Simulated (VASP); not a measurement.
# La (Im-3m) in VASP: a series of runs

One crystal, La, is run at these levels: PBE, LDA; tasks: single point.

Program: VASP 6.6.1. These are calculated values, not measurements. Logs are shortened: lines on timing, memory, paths and dates and some standing lists are left out, and cuts for length are marked.

### 1 The structure

The structure is cubic, space group Im-3m (No. 229). Conventional cell: a = 4.248 Å, b = 4.248 Å, c = 4.248 Å, α = 90.00°, β = 90.00°, γ = 90.00°. Around La (site symmetry m-3m) lie 8 La at 3.68 Å.

This isn't the form of La at room conditions, which is double hcp.

### 2 Single point, PBE

Input file INCAR:

```
SYSTEM = La
ALGO     = Normal         ! electronic algorithm
EDIFF    = 1E-6           ! SCF threshold, eV
ENCUT    = 520            ! plane-wave cutoff, eV
GGA      = PE             ! functional
ISIF     = 2              ! what is computed and relaxed
ISMEAR   = -1             ! smearing method
LASPH    = .True.         ! aspherical terms in the spheres
LCHARG   = .False.        ! write CHGCAR
LREAL    = .False.        ! projectors in reciprocal space
LWAVE    = .False.        ! write WAVECAR
NBANDS   = 12             ! bands
NELM     = 100            ! most SCF steps
PREC     = Accurate       ! precision mode
SIGMA    = 0.03           ! smearing width, eV
```

Input file KPOINTS:

```
k-points
0
Gamma
  4 4 4
  0 0 0
```

Input file POSCAR:

```
La
1.0
   -2.1238310710      2.1238310710      2.1238310710
    2.1238310710     -2.1238310710      2.1238310710
    2.1238310710      2.1238310710     -2.1238310710
La
1
Direct
    0.0000000000      0.0000000000      0.0000000000
```

Potentials or basis: VASP PAW PBE potentials, release 64 (La).

The run is started by

```sh
$ cat potpaw_PBE.64/La/POTCAR > POTCAR
$ mpirun -np 1 vasp_std > vasp.out
```

OUTCAR:

```text
SYSTEM = La
   EDIFF = 1E-6
   ENCUT = 520
   GGA = PE
   ISIF = 2
   ISMEAR = -1
   LASPH = .True.
   LREAL = .False.
   NELM = 100
   PREC = Accurate

 ion  position               nearest neighbor table
   1  0.000  0.000  0.000-

  LATTYP: Found a body centered cubic cell.
 ALAT       =     4.2476621420

  Lattice vectors:

 A1 = (  -2.1238310710,   2.1238310710,   2.1238310710)
 A2 = (   2.1238310710,  -2.1238310710,   2.1238310710)
 A3 = (   2.1238310710,   2.1238310710,  -2.1238310710)

Analysis of symmetry for initial positions (statically):
=====================================================================
 Subroutine PRICEL returns:
 Original cell was already a primitive cell.

 Routine SETGRP: Setting up the symmetry group for a
 body centered cubic supercell.

 Subroutine GETGRP returns: Found 48 space group operations
 (whereof 48 operations were pure point group operations)
 out of a pool of 48 trial point group operations.

The static configuration has the point symmetry O_h .

Analysis of symmetry for dynamics (positions and initial velocities):
=====================================================================
 Subroutine PRICEL returns:
 Original cell was already a primitive cell.

 Routine SETGRP: Setting up the symmetry group for a
 body centered cubic supercell.

 Subroutine GETGRP returns: Found 48 space group operations
 (whereof 48 operations were pure point group operations)
 out of a pool of 48 trial point group operations.

The dynamic configuration has the point symmetry O_h .

 Subroutine INISYM returns: Found 48 space group operations
 (whereof 48 operations are pure point group operations),
 and found     1 'primitive' translations

----------------------------------------------------------------------------------------

                                     Primitive cell

  volume of cell :      38.3195

  direct lattice vectors                    reciprocal lattice vectors
    -2.123831071  2.123831071  2.123831071     0.000000000  0.235423620  0.235423620
     2.123831071 -2.123831071  2.123831071     0.235423620  0.000000000  0.235423620
     2.123831071  2.123831071 -2.123831071     0.235423620  0.235423620  0.000000000

  length of vectors
     3.678583322  3.678583322  3.678583322     0.332939277  0.332939277  0.332939277

  position of ions in fractional coordinates (direct lattice)
     0.000000000  0.000000000  0.000000000

  ion indices of the primitive-cell ions
   primitive index   ion index
                 1           1

----------------------------------------------------------------------------------------

 KPOINTS: k-points

Automatic generation of k-mesh.
 Grid dimensions read from file:
 generate k-points for:    4    4    4

 Generating k-lattice:

  Cartesian coordinates                     Fractional coordinates (reciprocal lattice)
     0.000000000  0.058855905  0.058855905     0.250000000  0.000000000  0.000000000
     0.058855905  0.000000000  0.058855905     0.000000000  0.250000000  0.000000000
     0.058855905  0.058855905  0.000000000     0.000000000  0.000000000  0.250000000

  Length of vectors
     0.083234819  0.083234819  0.083234819

  Shift w.r.t. Gamma in fractional coordinates (k-lattice)
     0.000000000  0.000000000  0.000000000

 Subroutine IBZKPT returns following result:
 ===========================================

 Found      8 irreducible k-points:

 Following reciprocal coordinates:
            Coordinates               Weight
  0.000000  0.000000  0.000000      1.000000
  0.250000  0.000000  0.000000     12.000000
  0.500000  0.000000  0.000000      6.000000
  0.250000  0.250000  0.000000     24.000000
  0.250000  0.250000  0.250000      2.000000
 -0.250000  0.250000  0.250000      6.000000
  0.500000  0.500000  0.250000     12.000000
  0.500000  0.500000  0.500000      1.000000
   k-points           NKPTS =      8   k-points in BZ     NKDIM =      8   number of bands    NBANDS=     12
   number of dos      NEDOS =    301   number of ions     NIONS =      1
   total plane-waves  NPLWV =  21952
   dimension x,y,z NGX =    28 NGY =   28 NGZ =   28
   dimension x,y,z NGXF=    56 NGYF=   56 NGZF=   56
   ions per type =               1
   NGX,Y,Z   is equivalent  to a cutoff of  12.65, 12.65, 12.65 a.u.
   NGXF,Y,Z  is equivalent  to a cutoff of  25.31, 25.31, 25.31 a.u.
 SYSTEM =  La
   PREC   = accura    normal or accurate (medium, high low for compatibility)
   ISTART =      0    job   : 0-new  1-cont  2-samecut
   ICHARG =      2    charge: 1-file 2-atom 10-const
   ISPIN  =      1    spin polarized calculation?
   LNONCOLLINEAR =      F non collinear calculations
   LSORBIT =      F    spin-orbit coupling
   LASPH  =      T    aspherical Exc in radial PAW
   ENCUT  =  520.0 eV  38.22 Ry    6.18 a.u.   6.84  6.84  6.84*2*pi/ulx,y,z
   NELM   =    100;   NELMIN=  2; NELMDL= -5     # of ELM steps
   EDIFF  = 0.1E-05   stopping-criterion for ELM
   LREAL  =      F    real-space projection
   EDIFFG = 0.1E-04   stopping-criterion for IOM
   NSW    =      0    number of steps for IOM
   IBRION =     -1    ionic relax: 0-MD 1-quasi-New 2-CG
   NFREE  =      0    steps in history (QN), initial steepest desc. (CG)
   ISIF   =      2    stress and relaxation
   ISYM   =      2    0-nonsym 1-usesym 2-fastsym
   POTIM  = 0.5000    time-step for ionic-motion
   TEBEG  =    0.0;   TEEND  =   0.0 temperature during run
   PSTRESS=    0.0 pullay stress
   NELECT =      11.0000    total number of electrons
   NUPDOWN=      -1.0000    fix difference up-down
   EMIN   =  10.00;   EMAX   =-10.00  energy-range for DOS
   EFERMI =   0.00;   METHOD = LEGACY
   ISMEAR =    -1;   SIGMA  =   0.03  broadening in eV -4-tet -1-fermi 0-gaus
   EFERMI_NEDOS =   21; number of points for ismear=-14 and -15
   IALGO  =     38    algorithm
   IMIX   =      4    mixing-type and parameters
     AMIX     =   0.40;   BMIX     =  1.00
     AMIX_MAG =   1.60;   BMIX_MAG =  1.00
  volume/ion in A,a.u.               =      38.32       258.59
  Fermi-wavevector in a.u.,A,eV,Ry     =   1.079939  2.040788 15.868033  1.166268
  Thomas-Fermi vector in A             =   2.215917
   LORBIT       =      0    0 simple, 1 ext, 2 COOP (PROOUT), +10 PAW based schemes
   GGA     = PE    functional components
   LHFCALC =     F    Hartree Fock is set to
   AEXX    =    0.0000 exact exchange contribution
   IVDW    =     0    specifies the selected vdW correction
   LEPSILON=     F    determine dielectric tensor
   LRPA    =     F    only Hartree local field effects (RPA)
 non-spin polarized calculation
  energy-cutoff  :      520.00
  volume of cell :       38.32
 maximum number of plane-waves:      1055
   NGX = 13   NGY = 13   NGZ = 13

 number of electron      10.9999999 magnetization

 Free energy of the ion-electron system (eV)
  ---------------------------------------------------
  ext. energy  EPLUGINS =         0.00000000
  ---------------------------------------------------
  free energy    TOTEN  =        -4.74123974 eV

  energy without entropy =       -4.72536327  energy(sigma->0) =       -4.73330151

 E-fermi :   7.5069     XC(G=0):  -9.4345

 val. band max:        7.4072630839   @ k =   0.5000   0.0000   0.0000
 cond. band min:       7.5210398786   @ k =   0.2500   0.2500   0.0000
 fundamental gap:      0.1137767947
 Fermi energy:         7.5068543717

 k-point     1 :       0.0000    0.0000    0.0000
  band No.  band energies     occupation
      1     -25.3673      2.00000
      2      -8.4124      2.00000
      3      -8.4124      2.00000
      4      -8.4124      2.00000
      5       4.3758      2.00000
      6       9.0272      0.00000
      7       9.0272      0.00000
      8       9.0272      0.00000
      9       9.0489      0.00000
     10       9.0489      0.00000
     11       9.0489      0.00000
     12       9.7453      0.00000

 k-point     2 :       0.2500    0.0000    0.0000
  band No.  band energies     occupation
      1     -25.2764      2.00000
      2      -9.0772      2.00000
      3      -8.6144      2.00000
      4      -8.4207      2.00000
      5       5.7253      2.00000
      6       7.9661      0.00000
      7       8.1582      0.00000
      8       9.0204      0.00000
      9       9.2977      0.00000
     10       9.4353      0.00000
     11       9.5385      0.00000
     12       9.6659      0.00000

 k-point     3 :       0.5000    0.0000    0.0000
  band No.  band energies     occupation
      1     -25.1828      2.00000
      2      -9.6659      2.00000
      3      -8.8053      2.00000
      4      -8.4296      2.00000
      5       5.8098      2.00000
      6       7.4073      1.93020
      7       9.0505      0.00000
      8       9.1069      0.00000
      9       9.3675      0.00000
     10       9.6167      0.00000
     11       9.6284      0.00000
     12       9.7100      0.00000

 k-point     4 :       0.2500    0.2500    0.0000
  band No.  band energies     occupation
      1     -25.1831      2.00000
      2      -9.4453      2.00000
      3      -8.9523      2.00000
      4      -8.5499      2.00000
      5       6.7405      2.00000
      6       7.5210      0.76788
      7       8.2918      0.00000
      8       9.1930      0.00000
      9       9.3145      0.00000
     10       9.4856      0.00000
     11       9.5874      0.00000
     12       9.7289      0.00000

 k-point     5 :       0.2500    0.2500    0.2500
  band No.  band energies     occupation
      1     -25.1681      2.00000
      2      -9.0665      2.00000
      3      -9.0665      2.00000
      4      -9.0665      2.00000
      5       7.9552      0.00000
      6       7.9552      0.00000
      7       7.9552      0.00000
      8       9.3009      0.00000
      9       9.5140      0.00000
     10       9.5140      0.00000
     11       9.5168      0.00000
     12       9.5949      0.00000

 k-point     6 :      -0.2500    0.2500    0.2500
  band No.  band energies     occupation
      1     -25.1985      2.00000
      2      -9.1059      2.00000
      3      -8.8346      2.00000
      4      -8.8346      2.00000
      5       6.8551      2.00000
      6       7.2932      1.99839
      7       8.7341      0.00000
      8       8.7341      0.00000
      9       9.0918      0.00000
     10       9.2925      0.00000
     11       9.6278      0.00000
     12       9.6278      0.00000

 k-point     7 :       0.5000    0.5000    0.2500
  band No.  band energies     occupation
      1     -25.1187      2.00000
      2      -9.4703      2.00000
      3      -9.0414      2.00000
      4      -8.8651      2.00000
      5       6.4650      2.00000
      6       7.1948      1.99994
      7       8.6624      0.00000
      8       8.6709      0.00000
      9       9.3064      0.00000
     10       9.4490      0.00000
     11       9.7101      0.00000
     12       9.7518      0.00000

 k-point     8 :       0.5000    0.5000    0.5000
  band No.  band energies     occupation
      1     -25.0534      2.00000
      2      -9.2617      2.00000
      3      -9.2617      2.00000
      4      -9.2617      2.00000
      5       5.7719      2.00000
      6       5.7719      2.00000
      7       9.1806      0.00000
      8       9.3329      0.00000
      9       9.3329      0.00000
     10       9.3329      0.00000
     11       9.8031      0.00000
     12       9.8031      0.00000

------------------------ aborting loop because EDIFF is reached ----------------------------------------

  FORCE on cell =-STRESS in cart. coord.  units (eV):
  Direction    XX          YY          ZZ          XY          YZ          ZX
  --------------------------------------------------------------------------------------
  -------------------------------------------------------------------------------------
  Total       -0.2388939     -0.2388939     -0.2388939     -0.0000000      0.0000000     -0.0000000
  in kB       -9.9883960     -9.9883960     -9.9883960     -0.0000000      0.0000000     -0.0000000
  external PRESSURE =      -9.9883960 kB  Pullay stress =       0.0000000 kB

 VOLUME and BASIS-vectors are now :
 -----------------------------------------------------------------------------
  energy-cutoff  :      520.00
  volume of cell :       38.32
      direct lattice vectors                 reciprocal lattice vectors
    -2.123831071  2.123831071  2.123831071     0.000000000  0.235423620  0.235423620
     2.123831071 -2.123831071  2.123831071     0.235423620  0.000000000  0.235423620
     2.123831071  2.123831071 -2.123831071     0.235423620  0.235423620  0.000000000

 POSITION                                       TOTAL-FORCE (eV/Angst)
 -----------------------------------------------------------------------------------
      0.00000      0.00000      0.00000        -0.000000      0.000000      0.000000
 -----------------------------------------------------------------------------------
    total drift:                                0.000000      0.000000     -0.000000

  FREE ENERGIE OF THE ION-ELECTRON SYSTEM (eV)
  ---------------------------------------------------
  free  energy   TOTEN  =        -4.7412397439 eV

  energy  without entropy=       -4.7253632677  energy(sigma->0) =       -4.73330151
```

It took 8.3 s on 1 thread of Intel Xeon Platinum 8559C (Emerald Rapids), shared host; peak memory 0.15 GiB.

Results:

| Property | Result |
| --- | --- |
| Free energy | -4.7412 eV |
| Pressure | -1.0 GPa |
| Band gap on the k mesh | none (metal or under the smearing width) |

Levels at points of the mesh, in eV from the Fermi level:
```
           k point  band 1  band 2  band 3  band 4  band 5  band 6  band 7  band 8  band 9  band 10
(0.00, 0.00, 0.00)  -32.87  -15.92  -15.92  -15.92   -3.13    1.52    1.52    1.52    1.54     1.54
(0.50, 0.00, 0.00)  -32.69  -17.17  -16.31  -15.94   -1.70   -0.10    1.54    1.60    1.86     2.11
(0.50, 0.50, 0.50)  -32.56  -16.77  -16.77  -16.77   -1.73   -1.73    1.67    1.83    1.83     1.83
```

Caveat: the k mesh is coarse (spacing up to 0.52 Å⁻¹), so the values aren't converged. The run has no spin-orbit coupling, so splittings on La are missing.

### 3 Single point, LDA (the cell as VASP's run set it)

Input file INCAR:

```
SYSTEM = La
  PREC = Accurate
  ENCUT = 520
  EDIFF = 1E-6
  ISMEAR = 0
  SIGMA = 0.1
  LREAL = .False.
  LASPH = .True.
  NELM = 100
  ALGO = Normal
  ISIF = 2
  LWAVE = .False.
  LCHARG = .True.
  LELF = .True.
  LVHAR = .True.
  NBANDS = 18
```

Input file KPOINTS:

```
regular mesh
0
Gamma
  9 9 9
  0 0 0
```

Input file POSCAR:

```
La
1.0
    4.2476621400      0.0000000000      0.0000000000
    0.0000000000      4.2476621400      0.0000000000
    0.0000000000      0.0000000000      4.2476621400
La
2
Direct
    0.0000000000      0.0000000000      0.0000000000
    0.5000000000      0.5000000000      0.5000000000
```

Potentials or basis: VASP PAW LDA potentials, release 64 (La).

The run is started by

```sh
$ cat potpaw_LDA.64/La/POTCAR > POTCAR
$ mpirun -np 1 vasp_std > vasp.out
```

Wall time 33 s (1 thread of Intel Xeon Platinum 8488C (Sapphire Rapids), shared host); peak memory 0.18 GiB.

Results (log left out):

```
Free energy            : -10.7441 eV
Pressure               : -3.6 GPa
Band gap on the k mesh : none (metal or under the smearing width)
```

Levels at points of the mesh, in eV from the Fermi level:
| k point | band 7 | band 8 | band 9 | band 10 | band 11 | band 12 | band 13 | band 14 | band 15 | band 16 |
| --- | --- | --- | --- | --- | --- | --- | --- | --- | --- | --- |
| (0.00, 0.00, 0.00) | -15.85 | -15.85 | -3.21 | -1.76 | -1.76 | 1.29 | 1.29 | 1.29 | 1.40 | 1.44 |

Spin-orbit coupling is left out, which matters for the levels of La.
